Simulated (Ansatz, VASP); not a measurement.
## InAs in VASP and in Ansatz

File INCAR:

```
PREC     = Accurate       # precision mode
ENCUT    = 520            # plane-wave cutoff, eV
EDIFF    = 1E-6           # SCF threshold, eV
ISMEAR   = 0              # smearing method
SIGMA    = 0.015          # smearing width, eV
LREAL    = F              # projectors in reciprocal space
LASPH    = T              # aspherical terms in the spheres
NELM     = 60             # most SCF steps
ALGO     = Normal         # electronic algorithm
ISIF     = 2              # what is computed and relaxed
LWAVE    = F              # write WAVECAR
LCHARG   = F              # write CHGCAR
GGA      = PE             # functional
NBANDS   = 16             # bands
```

Contents of KPOINTS:

```
Automatic mesh
0
Gamma
  8 8 8
```

POSCAR

```
InAs
1.0
    0.0000000000      3.0180000000      3.0180000000
    3.0180000000      0.0000000000      3.0180000000
    3.0180000000      3.0180000000      0.0000000000
In As
1 1
Direct
    0.0000000000      0.0000000000      0.0000000000
    0.7500000000      0.7500000000      0.7500000000
```

The input input.yaml:

```yaml
crystal:
  lattice:
    - [0.0, 3.018, 3.018]
    - [3.018, 0.0, 3.018]
    - [3.018, 3.018, 0.0]
  atoms:
    - { symbol: In, position: [0.0, 0.0, 0.0] }
    - { symbol: As, position: [0.75, 0.75, 0.75] }
hamiltonian:
  xc: pbe
  pseudopotentials: { kind: paw }
kpoints:
  mp_grid: { grid: [8, 8, 8] }
scf:
  occupations: { method: gaussian, width: 0.015 }
output:
  forces: true
  stress: true
  eigenvalues: true
```

Alike in both runs: task single point; functional PBE; k mesh 8 × 8 × 8; occupations gaussian, width 0.015 eV; no spin polarisation.

```csv
,VASP,Ansatz
version,VASP 6.6.1,Ansatz 0.2.0
potentials or method,"VASP PAW PBE potentials, release 64 (In_d, As)",Ansatz PAW
plane-wave cutoff (eV),520,420
valence electrons in the cell,18,28
```

Ansatz gave:

```
gap on the k mesh at the Fermi level (eV) : none
pressure (GPa)                            : 4.3
```

Task: Which values does VASP return?

Result: gap on the k mesh at the Fermi level (eV): none; pressure (GPa): 4.4.

A gap of «none» marks a metal or a gap that the smearing closes. The two sets of potentials don't hold the same shells in valence.

Caveats: this crystal is a semiconductor, whose small gap the functional closes, so the metal is an error of the method.
